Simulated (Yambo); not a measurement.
## GaP in Yambo: convergence with bands in self energy

The system is GaP.

```
Ga P
1.0
     0.00000    2.72525    2.72525
     2.72525    0.00000    2.72525
     2.72525    2.72525    0.00000
Ga P
1 1
Direct
  0.00000 0.00000 0.00000
  0.75000 0.75000 0.75000
```

| Item | Value |
| --- | --- |
| Program | Yambo 5.3.0 |
| Task | G0W0 quasiparticle levels |
| Functional | PBEsol |
| Potentials or basis | PseudoDojo 0.4.1 SR PBEsol standard |
| Cutoff | 762 eV |
| Density cutoff | 3048 eV |
| k mesh | 5 × 5 × 5 |
| Occupations | fixed |
| Spin | no spin polarisation |
| Random integration of the Coulomb term | yes |
| Direction of the field or of q to 0 | x + y + z |
| Broadening | 0.1 eV |
| States corrected | Γ and the k points of the band edges |
| Frequency dependence of W | plasmon pole |
| Terminator of the band sum in the self-energy | none |
| Quasiparticle equation | linearised (Newton) |
| Imaginary frequency of the plasmon-pole fit | 27.2114 eV |
| Bands in the response | 109 |
| Bands in the self-energy | 14 |
| Cutoff of the response matrix | 5 Ry |
| Cutoff of exchange and Vxc | 56 Ry |
| Bands corrected (first, last) | [7, 11] |

These are the settings of the first run; the series varies bands in self energy, with any setting tied to it.

The values tried are 14, 19, 29, 49, 109, loosest first. From which on does the quasiparticle gap at the points computed stay within 0.05 eV of the tightest run that finished?

From 49 on.

```csv
bands in self energy,quasiparticle gap at the points computed (eV)
14,1.776
19,1.824
29,1.858
49,1.897
109,1.920
```

The tightest run that finished is the yardstick and may itself not be fully converged.

Caveat, for the tightest run too: mesh, valence shells or block size may be too small for converged GW; the basis isn't converged for GW; a mesh with odd counts misses the zone's faces, so its gaps can be larger than the crystal's; the potentials hold a filled d shell without the s and p states of that shell, which can shift GW gaps by tenths of an eV, either way; this version prints the column dSc/dw multiplied by 27.2; an odd mesh through Γ misses points on the zone boundary, where band edges often lie.
